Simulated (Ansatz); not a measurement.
A calculation with Ansatz 0.2.0 of Sb (ASE script, structure from a P1 CIF):

The input run.py:

```python
import json

import ase.io
import numpy as np

import ansatz as az

atoms = ase.io.read("Sb.cif")
atoms.info.pop("occupancy", None)
atoms.set_initial_magnetic_moments([0.5, -0.5])

calculation = (
    az.Crystal.from_ase(atoms)
    .calculation()
    .kpoints(6, 6, 6)
    .functional("pbe")
    .pseudopotentials(kind="paw")
    .spin("collinear")
    .scf(extra_bands=6)
    .occupations(method="tetrahedron")
    .band_structure(path=(((-0.5, -0.5, -0.5), (0.0, 0.0, 0.0), (0.5, 0.0, 0.0)), ((0.0, -0.5, -0.5), (0.0, 0.0,
        0.0), (0.0, 0.0, 0.5)), ((-0.5, -0.5, 0.0), (0.0, 0.0, 0.0), (0.5, 0.0, 0.5)), ((0.0, -0.5, 0.0), (0.0, 0.0,
        0.0))), intervals=14)
    .density()
    .potential()
    .output_files(volumetric_format="npy")
    .electron_localization_function()
    .forces()
    .stress()
)
outcome = calculation.run(threads=2, events_out="events.jsonl")

report = outcome.report
for line in open("events.jsonl"):
    event = json.loads(line)
    if event["event"] == "scf_iter":
        d = event["data"]
        print(f"SCF {d['iter']:3d}  HF = {d['harris_foulkes_ev']:.6f} eV  dr2 = {d['dr2_ev']:.2e} eV")
    elif event["event"] in ("relax_step", "md_step"):
        d = event["data"]
        print(f"{event['event']} {d['step']:3d}  E = {d['lagrangian_ev']:.6f} eV")
np.set_printoptions(precision=5, suppress=True, linewidth=110)
print("converged:", report["converged"], "after", report["n_iterations"], "iterations")
print(f"free energy {report['free_energy_ev']:.6f} eV, Fermi level {report['fermi_energy_ev']:.4f} eV")
for key in ("band_edges_ev", "magnetization_mub", "site_moments_mub", "site_moments_nc_mub", "forces_ev_ang",
                "stress_gpa", "kpoints_frac", "eigenvalues_ev"):
    if report.get(key) is not None:
        print(key, np.array(report[key]), sep="\n")
```

Sb.cif

```cif
data_Sb
_cell_length_a 4.60161795
_cell_length_b 4.52747610
_cell_length_c 4.52812938
_cell_angle_alpha 56.13275727
_cell_angle_beta 56.25103286
_cell_angle_gamma 55.41553525
_space_group_name_H-M_alt 'P1'
_space_group_name_Hall 'P 1'
_space_group_IT_number 1
loop_
_space_group_symop_operation_xyz
'x,y,z'
loop_
_atom_site_label
_atom_site_type_symbol
_atom_site_symmetry_multiplicity
_atom_site_Wyckoff_symbol
_atom_site_fract_x
_atom_site_fract_y
_atom_site_fract_z
_atom_site_occupancy
Sb1 Sb 1 a 0.7665100000 0.7665100000 0.7665100000 1
Sb2 Sb 1 a 0.2334900000 0.2334900000 0.2334900000 1
```

Potentials or basis: Ansatz PAW.

Run with:

```sh
$ python run.py
```

The cell isn't the ideal one: cell strained at random at fixed volume.

Question: Write the same calculation in another form: native input, structure typed inline.

Answer: As run:

File input.yaml:

```yaml
crystal:
  lattice:
    - [4.60161795, 0.0, 0.0]
    - [2.5698884194, 3.7274271754, 0.0]
    - [2.5156260234, 1.3306021426, 3.5220845149]
  atoms:
    - { symbol: Sb, position: [0.76651, 0.76651, 0.76651], spin: 0.5 }
    - { symbol: Sb, position: [0.23349, 0.23349, 0.23349], spin: -0.5 }
hamiltonian:
  xc: pbe
  pseudopotentials: { kind: paw }
magnetization:
  spin_polarized: true
kpoints:
  mp_grid: { grid: [6, 6, 6] }
  band_path:
    path:
      - [[-0.5, -0.5, -0.5], [0.0, 0.0, 0.0], [0.5, 0.0, 0.0]]
      - [[0.0, -0.5, -0.5], [0.0, 0.0, 0.0], [0.0, 0.0, 0.5]]
      - [[-0.5, -0.5, 0.0], [0.0, 0.0, 0.0], [0.5, 0.0, 0.5]]
      - [[0.0, -0.5, 0.0], [0.0, 0.0, 0.0]]
    npoints: 14
scf:
  occupations: { method: tetrahedron }
  n_extra_bands: 6
output:
  forces: true
  stress: true
  fatbands: false
```

Potentials or basis: Ansatz PAW.

Launch:

```sh
$ ansatz run input.yaml --threads 2 --pin off --max-ram 5120MiB --backend cpu --events-out ev --progress --plain --runs-dir out
```

Both were run:

|  | ASE script, structure from a P1 CIF | native input, structure typed inline |
| --- | --- | --- |
| Pressure | 3.2 GPa | 3.2 GPa |
| Largest force | 0.123 eV/Å | 0.123 eV/Å |
| Band gap on the k mesh | none (metal or under the smearing width) | none (metal or under the smearing width) |
| Net moment | 0.00 μB per cell | 0.00 μB per cell |
| Absolute moment | 0.00 μB per cell | 0.00 μB per cell |

Keys that steer only the numerical path or the files written may differ.

Caveat: spin-orbit coupling is left out, which moves the levels of the heavy elements; with tetrahedron occupations forces and stress needn't match the slope of the energy; the starting moments weren't kept.
